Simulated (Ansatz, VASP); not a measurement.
# F in VASP and in Ansatz

```xyz
4
Lattice="3.2122 -1.8461 -0.2477 3.2122 1.8461 -0.2477 -2.4153 0.0000 7.3933" Properties=species:S:1:pos:R:3 pbc="T T T"
F     0.3277    0.0000    0.6234
F     3.6813    0.0000    6.2744
F     1.7882    0.0000    4.1410
F     2.2208    0.0000    2.7568
```

Alike in both runs: task single point; functional PBEsol; k mesh 4 × 4 × 2; occupations gaussian, width 0.05 eV; no spin polarisation.

|  | VASP | Ansatz |
| --- | --- | --- |
| version | VASP 6.6.1 | Ansatz 0.2.0 |
| potentials or method | VASP PAW PBE potentials, release 64 (F) | scalar-relativistic, plane waves, PAW |
| plane-wave cutoff (eV) | 520 | 520 |
| valence electrons in the cell | 28 | 28 |

|  | VASP | Ansatz | Ansatz less VASP |
| --- | --- | --- | --- |
| gap on the k mesh at the Fermi level (eV) | 2.59 | 2.65 | +0.067 |
| least direct gap on the mesh (eV) | 2.63 | 2.70 | +0.067 |
| pressure (GPa) | -1.6 | -1.8 | -0.24 |
| largest component of the traceless stress (GPa) | 1.89 | 2.95 | +1.062 |
| rms of the force components (eV/Å) | 0.527 | 0.670 | +0.1430 |

Atom by atom the forces differ by 0.218 eV/Å (rms over components). The functional is the same, so the differences come from potentials, cutoffs and numerics.

Caveats: the k mesh is coarse (spacing up to 0.50 Å⁻¹), so the values aren't converged; the PAW data sets were made with another functional, which shifts forces and pressure a little (VASP). A k mesh can miss the band edges.
